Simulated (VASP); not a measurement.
# Al (Fm-3m) in VASP: a series of runs

One crystal, Al, is run at these levels: LDA; tasks: relaxation of cell and atoms, single point.

Program: VASP 6.6.1. These are calculated values, not measurements. Logs are shortened: lines on timing, memory, paths and dates and some standing lists are left out, and cuts for length are marked.

**1. The crystal as given**

It takes space group Fm-3m (No. 225, cubic). Conventional cell: a = 4.050 Å, b = 4.050 Å, c = 4.050 Å, α = 90.00°, β = 90.00°, γ = 90.00°. Al (site symmetry m-3m) is surrounded by 12 Al at 2.86 Å.

**2. Relaxation of cell and atoms, LDA**

Input file INCAR:

```
SYSTEM = Al
  PREC = Accurate
  ENCUT = 520
  EDIFF = 1E-7
  ISMEAR = 0
  SIGMA = 0.1
  LREAL = .False.
  LASPH = .True.
  NELM = 100
  ALGO = Normal
  ISIF = 3
  LWAVE = .False.
  LCHARG = .False.
  GGA = CA
  IBRION = 2
  NSW = 80
  EDIFFG = -0.002
```

Input file KPOINTS:

```
Automatic mesh
0
Gamma
  18 18 18
  0 0 0
```

Input file POSCAR:

```
Al
1.0
    0.0000000000      2.0248050000      2.0248050000
    2.0248050000      0.0000000000      2.0248050000
    2.0248050000      2.0248050000      0.0000000000
Al
1
Direct
    0.0000000000      0.0000000000      0.0000000000
```

Potentials or basis: VASP PAW LDA potentials, release 64 (Al).

Launch:

```sh
$ cat potpaw_LDA.64/Al/POTCAR > POTCAR
$ mpirun -np 1 vasp_std > vasp.out
```

OUTCAR:

```text
SYSTEM = Al
   PREC = Accurate
   ENCUT = 520
   EDIFF = 1E-7
   ISMEAR = 0
   LREAL = .False.
   LASPH = .True.
   NELM = 100
   ISIF = 3
   GGA = CA
   IBRION = 2
   NSW = 80
   EDIFFG = -0.002

 ion  position               nearest neighbor table
   1  0.000  0.000  0.000-

  LATTYP: Found a face centered cubic cell.
 ALAT       =     4.0496100000

  Lattice vectors:

 A1 = (   0.0000000000,   2.0248050000,   2.0248050000)
 A2 = (   2.0248050000,   0.0000000000,   2.0248050000)
 A3 = (   2.0248050000,   2.0248050000,   0.0000000000)

Analysis of symmetry for initial positions (statically):
=====================================================================
 Subroutine PRICEL returns:
 Original cell was already a primitive cell.

 Routine SETGRP: Setting up the symmetry group for a
 face centered cubic supercell.

 Subroutine GETGRP returns: Found 48 space group operations
 (whereof 48 operations were pure point group operations)
 out of a pool of 48 trial point group operations.

The static configuration has the point symmetry O_h .

Analysis of symmetry for dynamics (positions and initial velocities):
=====================================================================
 Subroutine PRICEL returns:
 Original cell was already a primitive cell.

 Routine SETGRP: Setting up the symmetry group for a
 face centered cubic supercell.

 Subroutine GETGRP returns: Found 48 space group operations
 (whereof 48 operations were pure point group operations)
 out of a pool of 48 trial point group operations.

The dynamic configuration has the point symmetry O_h .

 Subroutine INISYM returns: Found 48 space group operations
 (whereof 48 operations are pure point group operations),
 and found     1 'primitive' translations

----------------------------------------------------------------------------------------

                                     Primitive cell

  volume of cell :      16.6027

  direct lattice vectors                    reciprocal lattice vectors
     0.000000000  2.024805000  2.024805000    -0.246937359  0.246937359  0.246937359
     2.024805000  0.000000000  2.024805000     0.246937359 -0.246937359  0.246937359
     2.024805000  2.024805000  0.000000000     0.246937359  0.246937359 -0.246937359

  length of vectors
     2.863506692  2.863506692  2.863506692     0.427708053  0.427708053  0.427708053

  position of ions in fractional coordinates (direct lattice)
     0.000000000  0.000000000  0.000000000

  ion indices of the primitive-cell ions
   primitive index   ion index
                 1           1

----------------------------------------------------------------------------------------

 KPOINTS: Automatic mesh

Automatic generation of k-mesh.
 Grid dimensions read from file:
 generate k-points for:   18   18   18

 Generating k-lattice:

  Cartesian coordinates                     Fractional coordinates (reciprocal lattice)
    -0.013718742  0.013718742  0.013718742     0.055555556  0.000000000  0.000000000
     0.013718742 -0.013718742  0.013718742     0.000000000  0.055555556  0.000000000
     0.013718742  0.013718742 -0.013718742     0.000000000  0.000000000  0.055555556

  Length of vectors
     0.023761558  0.023761558  0.023761558

  Shift w.r.t. Gamma in fractional coordinates (k-lattice)
     0.000000000  0.000000000  0.000000000

 Subroutine IBZKPT returns following result:
 ===========================================

 Found    195 irreducible k-points:

 Following reciprocal coordinates:
            Coordinates               Weight
  0.000000  0.000000  0.000000      1.000000
  0.055556  0.000000  0.000000      8.000000
  0.111111  0.000000  0.000000      8.000000
  0.166667  0.000000  0.000000      8.000000
  0.222222  0.000000  0.000000      8.000000
  0.277778  0.000000  0.000000      8.000000
[... 16 lines left out ...]
 -0.277778  0.055556  0.000000     24.000000
 -0.222222  0.055556  0.000000     24.000000
 [... further k-points ...]
   k-points           NKPTS =    195   k-points in BZ     NKDIM =    195   number of bands    NBANDS=      5
   number of dos      NEDOS =    301   number of ions     NIONS =      1
   total plane-waves  NPLWV =  13824
   dimension x,y,z NGX =    24 NGY =   24 NGZ =   24
   dimension x,y,z NGXF=    48 NGYF=   48 NGZF=   48
   ions per type =               1
   NGX,Y,Z   is equivalent  to a cutoff of  13.93, 13.93, 13.93 a.u.
   NGXF,Y,Z  is equivalent  to a cutoff of  27.87, 27.87, 27.87 a.u.
 SYSTEM =  Al
   PREC   = accura    normal or accurate (medium, high low for compatibility)
   ISTART =      0    job   : 0-new  1-cont  2-samecut
   ICHARG =      2    charge: 1-file 2-atom 10-const
   ISPIN  =      1    spin polarized calculation?
   LNONCOLLINEAR =      F non collinear calculations
   LSORBIT =      F    spin-orbit coupling
   LASPH  =      T    aspherical Exc in radial PAW
   ENCUT  =  520.0 eV  38.22 Ry    6.18 a.u.   5.32  5.32  5.32*2*pi/ulx,y,z
   NELM   =    100;   NELMIN=  2; NELMDL= -5     # of ELM steps
   EDIFF  = 0.1E-06   stopping-criterion for ELM
   LREAL  =      F    real-space projection
   EDIFFG = -.2E-02   stopping-criterion for IOM
   NSW    =     80    number of steps for IOM
   IBRION =      2    ionic relax: 0-MD 1-quasi-New 2-CG
   NFREE  =      1    steps in history (QN), initial steepest desc. (CG)
   ISIF   =      3    stress and relaxation
   ISYM   =      2    0-nonsym 1-usesym 2-fastsym
   POTIM  = 0.5000    time-step for ionic-motion
   TEBEG  =    0.0;   TEEND  =   0.0 temperature during run
   PSTRESS=    0.0 pullay stress
   NELECT =       3.0000    total number of electrons
   NUPDOWN=      -1.0000    fix difference up-down
   EMIN   =  10.00;   EMAX   =-10.00  energy-range for DOS
   EFERMI =   0.00;   METHOD = LEGACY
   ISMEAR =     0;   SIGMA  =   0.10  broadening in eV -4-tet -1-fermi 0-gaus
   EFERMI_NEDOS =   21; number of points for ismear=-14 and -15
   IALGO  =     38    algorithm
   IMIX   =      4    mixing-type and parameters
     AMIX     =   0.40;   BMIX     =  1.00
     AMIX_MAG =   1.60;   BMIX_MAG =  1.00
  volume/ion in A,a.u.               =      16.60       112.04
  Fermi-wavevector in a.u.,A,eV,Ry     =   0.925526  1.748991 11.654733  0.856599
  Thomas-Fermi vector in A             =   2.051390
   LORBIT       =      0    0 simple, 1 ext, 2 COOP (PROOUT), +10 PAW based schemes
   GGA     = CA    functional components
   LHFCALC =     F    Hartree Fock is set to
   AEXX    =    0.0000 exact exchange contribution
   IVDW    =     0    specifies the selected vdW correction
   LEPSILON=     F    determine dielectric tensor
   LRPA    =     F    only Hartree local field effects (RPA)
 conjugate gradient relaxation of ions
 non-spin polarized calculation
 Gauss-broadening in eV      SIGMA  =   0.10
  energy-cutoff  :      520.00
  volume of cell :       16.60
 maximum number of plane-waves:       459
 NGX is ok and might be reduce to    24
   NGX = 11   NGY = 11   NGZ = 11

--------------------------------------- Ionic step        1  -------------------------------------------

 number of electron       3.0000000 magnetization

 Free energy of the ion-electron system (eV)
  ---------------------------------------------------
  ext. energy  EPLUGINS =         0.00000000
  ---------------------------------------------------
  free energy    TOTEN  =        -4.18099724 eV

  energy without entropy =       -4.17833880  energy(sigma->0) =       -4.17966802

------------------------ aborting loop because EDIFF is reached ----------------------------------------

  FORCE on cell =-STRESS in cart. coord.  units (eV):
  Direction    XX          YY          ZZ          XY          YZ          ZX
  --------------------------------------------------------------------------------------
  -------------------------------------------------------------------------------------
  Total       -0.3729257     -0.3729257     -0.3729257      0.0000000     -0.0000000      0.0000000
  in kB      -35.9876367    -35.9876367    -35.9876367      0.0000000     -0.0000000      0.0000000
  external PRESSURE =     -35.9876367 kB  Pullay stress =       0.0000000 kB
[... 55 lines left out ...]
  energy  without entropy=       -4.1870551940  energy(sigma->0) =       -4.18854691

--------------------------------------- Ionic step        3  -------------------------------------------

 number of electron       3.0000000 magnetization

 Free energy of the ion-electron system (eV)
  ---------------------------------------------------
  ext. energy  EPLUGINS =         0.00000000
  ---------------------------------------------------
  free energy    TOTEN  =        -4.19018687 eV

  energy without entropy =       -4.18719890  energy(sigma->0) =       -4.18869288

 E-fermi :   8.2283     XC(G=0): -10.5010

 val. band max:        8.2106239410   @ k =  -0.2778   0.2778   0.0556
 cond. band min:       8.2355743529   @ k =  -0.4444   0.3333   0.1111
 fundamental gap:      0.0249504119
 Fermi energy:         8.2283155732

 k-point     1 :       0.0000    0.0000    0.0000
  band No.  band energies     occupation
      1      -3.1574      2.00000
      2      21.0388      0.00000
      3      21.0388      0.00000
      4      21.0388      0.00000
      5      22.6875      0.00000

 k-point     2 :       0.0556    0.0000    0.0000
  band No.  band energies     occupation
      1      -3.0714      2.00000
      2      19.5354      0.00000
      3      20.7441      0.00000
      4      20.7441      0.00000
      5      23.1152      0.00000
[... 169 lines left out ...]
 k-point    24 :      -0.2222    0.0556    0.0000
  band No.  band energies     occupation
      1      -1.4746      2.00000
      2      12.1539      0.00000
      3      17.7132      0.00000
      4      20.6056      0.00000
      5      22.3741      0.00000

 [... further k-points ...]
[... 5 lines left out ...]
  --------------------------------------------------------------------------------------
  -------------------------------------------------------------------------------------
  Total        0.0003154      0.0003154      0.0003154     -0.0000000      0.0000000     -0.0000000
  in kB        0.0319454      0.0319454      0.0319454     -0.0000000      0.0000000     -0.0000000
  external PRESSURE =       0.0319454 kB  Pullay stress =       0.0000000 kB
[... 16 lines left out ...]
  FREE ENERGIE OF THE ION-ELECTRON SYSTEM (eV)
  ---------------------------------------------------
  free  energy   TOTEN  =        -4.1901868684 eV

  energy  without entropy=       -4.1871988962  energy(sigma->0) =       -4.18869288

 reached required accuracy - stopping structural energy minimisation
```

Wall time 7.8 s (1 thread of Intel Xeon 6975P-C (Granite Rapids), shared host); peak memory 0.13 GiB.

What came out:

```
Free energy                            : -4.1902 eV
Relaxed volume                         : 15.82 Å³/atom
Relaxed cell                           : a = 2.818 Å, b = 2.818 Å, c = 2.818 Å, α = 60.00°, β = 60.00°, γ = 60.00°
Space group after relaxing (to 0.05 Å) : Fm-3m (No. 225)
Energy gained by relaxing              : 9.2 meV/atom
Ionic steps                            : 3
Pressure after relaxing                : 0.0 GPa
Band gap on the k mesh                 : none (metal or under the smearing width)
```

The path:
| step | energy change (eV) | largest force (eV/Å) | pressure (GPa) | volume (Å³) |
| --- | --- | --- | --- | --- |
| 1 | 0.0000 | 0.0000 | -3.60 | 16.60 |
| 2 | -0.0090 | 0.0000 | 0.50 | 15.72 |
| 3 | -0.0092 | 0.0000 | 0.00 | 15.82 |

Final structure:
```xyz
1
Lattice="0.0000 1.9923 1.9923 1.9923 0.0000 1.9923 1.9923 1.9923 0.0000" Properties=species:S:1:pos:R:3 pbc="T T T"
Al    0.0000    0.0000    0.0000
```

**3. Relaxation of cell and atoms, LDA**

This run uses another cell than the first one, of 15.82 Å³/atom, 0.953 times its volume.

INCAR is that of step 2.

KPOINTS is that of step 2.

Input file POSCAR:

```
Al                                      
1.0
   -0.0000000000      1.9923467079      1.9923467079
    1.9923467079     -0.0000000000      1.9923467079
    1.9923467079      1.9923467079      0.0000000000
  Al            
     1
Direct
     0.0000000000000000    0.0000000000000000    0.0000000000000000
```

Potentials or basis: VASP PAW LDA potentials, release 64 (Al).

Launch:

```sh
$ cat potpaw_LDA.64/Al/POTCAR > POTCAR
$ mpirun -np 1 vasp_std > vasp.out
```

Run time: 3.9 s. Hardware: 1 thread of Intel Xeon 6975P-C (Granite Rapids), shared host; peak memory 0.13 GiB.

The run converged. Its results:

```
Free energy             : -4.1902 eV
Pressure after relaxing : 0.0 GPa
Band gap on the k mesh  : none (metal or under the smearing width)
```

Final structure:
```xyz
1
Lattice="0.0000 1.9923 1.9923 1.9923 0.0000 1.9923 1.9923 1.9923 0.0000" Properties=species:S:1:pos:R:3 pbc="T T T"
Al    0.0000    0.0000    0.0000
```

Levels at points of the mesh, in eV from the Fermi level:
| k point | band 1 | band 2 | band 3 | band 4 | band 5 |
| --- | --- | --- | --- | --- | --- |
| (0.00, 0.00, 0.00) | -11.39 | 12.81 | 12.81 | 12.81 | 14.46 |
| (0.50, 0.00, 0.00) | -4.71 | -4.44 | 11.64 | 11.64 | 11.70 |
| (0.50, 0.50, 0.00) | -2.99 | -1.61 | 5.31 | 5.74 | 5.74 |

Caveat: the relaxation stopped at its first step, so nothing moved.

**4. Single point, LDA**

This run uses another cell than the first one, of 15.82 Å³/atom, 0.953 times its volume.

Input file INCAR:

```
SYSTEM = Al
  ALGO = Normal
  EDIFF = 1E-7
  ENCUT = 520
  GGA = CA
  ISIF = 2
  ISMEAR = 0
  LASPH = .TRUE.
  LCHARG = .FALSE.
  LREAL = .FALSE.
  LWAVE = .FALSE.
  NELM = 100
  PREC = Accurate
  SIGMA = 0.1
```

Input file KPOINTS:

```
k-points
0
G
  18 18 18
  0 0 0
```

Input file POSCAR:

```
Al                                      
1.0
    0.0000000000      1.9923467079      1.9923467079
    1.9923467079      0.0000000000      1.9923467079
    1.9923467079      1.9923467079      0.0000000000
  Al            
     1
Direct
     0.0000000000000000    0.0000000000000000    0.0000000000000000
```

Launch:

```sh
$ cat potpaw_LDA.64/Al/POTCAR > POTCAR
$ mpirun -np 1 vasp_std > vasp.out
```

It took 3.9 s on 1 thread of Intel Xeon 6975P-C (Granite Rapids), shared host; peak memory 0.13 GiB.

Results (log left out):

- Free energy: -4.1902 eV
- Pressure: 0.0 GPa
- Band gap on the k mesh: none (metal or under the smearing width)

Levels at points of the mesh, in eV from the Fermi level:
```csv
k point,band 1,band 2,band 3,band 4,band 5
"(0.00, 0.00, 0.00)",-11.39,12.81,12.81,12.81,14.46
"(0.50, 0.00, 0.00)",-4.71,-4.44,11.64,11.64,11.70
"(0.50, 0.50, 0.00)",-2.99,-1.61,5.31,5.74,5.74
```
